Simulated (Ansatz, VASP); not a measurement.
**Two plane-wave programs on Al**

INCAR

```
SYSTEM = Al
PREC = Accurate
ENCUT = 600
EDIFF = 1E-6
ISMEAR = -1
SIGMA = 0.1
LREAL = .False.
LASPH = .True.
NELM = 80
ALGO = Normal
ISIF = 3
LWAVE = .False.
LCHARG = .False.
GGA = PS
IBRION = 2
NSW = 80
EDIFFG = -0.01
```

Contents of KPOINTS:

```
regular mesh
0
Gamma
  14 14 14
  0 0 0
```

The input POSCAR:

```
Al
1.0
   -1.6070768880      1.6070768880      1.6070768880
    1.6070768880     -1.6070768880      1.6070768880
    1.6070768880      1.6070768880     -1.6070768880
Al
1
Direct
    0.0000000000      0.0000000000      0.0000000000
```

Input for Ansatz:

```yaml
crystal:
  lattice:
    - [-1.607076888, 1.607076888, 1.607076888]
    - [1.607076888, -1.607076888, 1.607076888]
    - [1.607076888, 1.607076888, -1.607076888]
  atoms:
    - { symbol: Al, position: [0.0, 0.0, 0.0] }
hamiltonian:
  xc: pbesol
  pseudopotentials:
    kind: paw
    azcp:
      Al: "pseudopotentials/Al.paw.azcp"
basis:
  ecutwfc: 420
  fft_grid_basis: typed
kpoints:
  mp_grid: { grid: [14, 14, 14], shift: [0, 0, 0] }
magnetization:
  spin_polarized: false
scf:
  occupations: { method: fermi_dirac, width: 0.1 }
relax:
  max_steps: 60
  f_tol: 0.01
  cell: {}
```

The cell was built by a generator and needn't be a form met in nature.

Alike in both runs: task relaxation of cell and atoms; functional PBEsol; k mesh 14 × 14 × 14; occupations fermi-dirac, width 0.1 eV; no spin polarisation.

|  | VASP | Ansatz |
| --- | --- | --- |
| version | VASP 6.6.1 | Ansatz 0.2.0 |
| potentials or method | VASP PAW PBE potentials, release 64 (Al) | plane waves (420 eV) with PAW, scalar-relativistic |
| plane-wave cutoff (eV) | 600 | 420 |
| valence electrons in the cell | 3 | 3 |

|  | VASP | Ansatz | Ansatz less VASP |
| --- | --- | --- | --- |
| relaxed volume (Å³/atom) | 16.60 | 16.60 | 0.000 |
| relaxed cell length with the largest relative difference (Å) | 2.784 | 2.784 | 0.0000 |

Ansatz warned: «pseudo_functional_mismatch».

Caveats: the relaxation stopped at its first step, so nothing moved; the PAW data sets were made with another functional, which shifts forces and pressure a little (VASP).
